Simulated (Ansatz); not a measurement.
Ionic part of the dielectric constant of MgTe at 20 GPa, mode by mode

All numbers below come from DFT PBE, scalar-relativistic, plane waves, PAW in Ansatz 0.2.0. Cutoff 420 eV, 8×8×8 k-points (Γ-centred), fixed occupations. No spin polarisation. Phonons by linear response, acoustic sum rule imposed.

It takes space group F-43m (No. 216, cubic). The conventional cell has a = 5.869 Å, b = 5.869 Å, c = 5.869 Å, α = 90.00°, β = 90.00°, γ = 90.00°. Mg (site symmetry -43m) is surrounded by 4 Te at 2.54 Å. Te (site symmetry -43m) is surrounded by 4 Mg at 2.54 Å.

Spin–orbit coupling is left out, which matters for heavy elements. Other phases may be more stable at this pressure.

The primitive cell has V = 50.54 Å³ and ε∞,xx = 5.847. Each polar mode adds Δε = (4.92064×10⁷/V)·S/ν² along x, with S its oscillator strength in e²/amu, ν in cm⁻¹ and V in Å³.

Question: From these modes, find each Δε and ε0,xx.
| ν (cm⁻¹) | S_xx (e²/amu) |
| --- | --- |
| 351.9 | 0.1351 |

Answer:
```json
{"ν (cm⁻¹)": "351.9", "Δε": "1.06"}
```

The sum is 1.063, so ε0,xx = 6.91; the run's tensor has 6.91.

Question: Where do the longitudinal modes lie for a wave vector along x?

Answer: At 383 cm⁻¹. The Lyddane–Sachs–Teller product Π(ν_LO/ν_TO)² = 1.18 matches ε0/ε∞ = 1.18.

This zinc-blende form isn't the usual stable structure of the compound at low pressure.